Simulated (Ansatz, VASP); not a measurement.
H: VASP beside Ansatz

```xyz
4
Lattice="1.6485 -2.7317 0.0000 1.6485 2.7317 0.0000 0.0000 0.0000 6.3138" Properties=species:S:1:pos:R:3 pbc="T T T"
H     1.6485   -0.3705    6.3107
H     1.6485    0.3705    0.0031
H     1.6485    0.3705    3.1538
H     1.6485   -0.3705    3.1599
```

Alike in both runs: task single point; functional LDA; k mesh 10 × 10 × 4; occupations gaussian, width 0.05 eV; no spin polarisation.

```csv
,VASP,Ansatz
version,VASP 6.6.1,Ansatz 0.2.0
potentials or method,"VASP PAW LDA potentials, release 64 (H)","scalar-relativistic, plane waves, PAW"
plane-wave cutoff (eV),520,420
valence electrons in the cell,4,4
```

VASP gave:

- gap on the k mesh at the Fermi level (eV): 7.79
- least direct gap on the mesh (eV): 7.81
- pressure (GPa): 0.7
- largest component of the traceless stress (GPa): 2.52
- rms of the force components (eV/Å): 0.566

Q: What did Ansatz give for the same quantities?

A: gap on the k mesh at the Fermi level (eV): 7.80; least direct gap on the mesh (eV): 7.81; pressure (GPa): 0.9; largest component of the traceless stress (GPa): 2.52; rms of the force components (eV/Å): 0.560.

Atom by atom the forces differ by 0.005 eV/Å (rms over components).

A k mesh can miss the band edges.
